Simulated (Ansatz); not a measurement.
# Si, bcc: how the functional moves the structure

All rows: Ansatz, plane waves with scalar-relativistic PAW, 420 eV (500 eV for the SCAN forms), relaxed under each functional, no dispersion correction, no zero-point motion. B₀ comes from uniform scaling at fixed shape; a dash is a value not given.

```tsv
functional	V (Å³/atom)	cell	B₀ (GPa)	magnetic state	ΔE to diamond (meV/atom)
PBE	14.61	a = 3.080 Å	94	spin not included	518
r²SCAN	14.12	a = 3.045 Å	94	spin not included	734
PBEsol	14.25	a = 3.054 Å	102	spin not included	394
LDA	14.09	a = 3.043 Å	102	spin not included	436
revPBE	14.75	a = 3.090 Å	92	spin not included	544
RPBE	14.80	a = 3.093 Å	92	spin not included	555
BLYP	16.44	a = 3.204 Å	61	spin not included	937
```

LDA gives the smallest volume and BLYP the largest.
